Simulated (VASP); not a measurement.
Data:

```xyz
2
Lattice="0.0000 3.0324 3.0324 3.0324 0.0000 3.0324 3.0324 3.0324 0.0000" Properties=species:S:1:pos:R:3 pbc="T T T"
Zn     0.0000    -0.0250     0.0000
Te     1.5162     1.5162     1.5162
```

These are PBEsol GGA, VASP's PBE PAW potentials (set 64) (plane waves; VASP) values and carry that method's errors. Run with 480 eV cut-off, 8×8×8 Γ-centred mesh, Gaussian smearing of 0.050 eV, potentials Zn Te.

Q: Which forces act on the atoms, in eV/Å?

A: 
```json
[
 {"atom": "Zn1", "Fx": "0.000", "Fy": "0.133", "Fz": "0.000"},
 {"atom": "Te2", "Fx": "0.000", "Fy": "-0.133", "Fz": "0.000"}
]
```

Q: Give the stress tensor in GPa (positive for a compressed cell).

A: 
```
 0.17   0.00  -0.40
 0.00   0.15   0.00
-0.40   0.00   0.17
```
The pressure is its mean diagonal, 0.16 GPa.

The compound is ZnTe in the zinc blende structure. This cell was strained or had an atom moved on purpose.
